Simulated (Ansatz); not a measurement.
A surface is cut from this relaxed crystal of ZnS:

```
Zn S
1.0
     0.00000    2.72156    2.72156
     2.72156    0.00000    2.72156
     2.72156    2.72156    0.00000
Zn S
1 1
Direct
  0.00000 0.00000 0.00000
  0.75000 0.75000 0.75000
```

Miller indices refer to the conventional cell of F-43m (No. 216), a = 5.443 Å, b = 5.443 Å, c = 5.443 Å, α = 90.00°, β = 90.00°, γ = 90.00°. The bulk's gap is 2.02 eV.

Consider the (110) slab of 6 planes, 9.6 Å thick with 15 Å of vacuum as cut; outer planes ZnS (top) and ZnS (bottom), all atoms relaxed.

Theory: DFT PBE, scalar-relativistic, plane waves, PAW (Ansatz 0.2.0). Plane waves to 420 eV, a k mesh through Γ of 7×5×1 on the computed 12-atom cell and Gaussian smearing (0.05 eV); no spin polarisation. The cell repeats along c with a dipole correction in the vacuum.

Task: Give the surface energy (mean of both faces).

Result: 0.42 J/m².

Task: Estimate the gap of the slab on the mesh.

Result: 2.30 eV.

Task: Estimate the bulk valence band top under the vacuum level.

Result: 6.13 eV.

Task: Predict the bulk conduction band bottom under the vacuum level.

Result: 4.12 eV.

Task: The top two planes lie 1.924 Å apart in the bulk. How does relaxation change this?

Result: The spacing becomes 1.735 Å (-9.9 %), and the top plane rumples by 0.570 Å.

An odd mesh misses points on the zone edge, so a gap read on it can be too wide.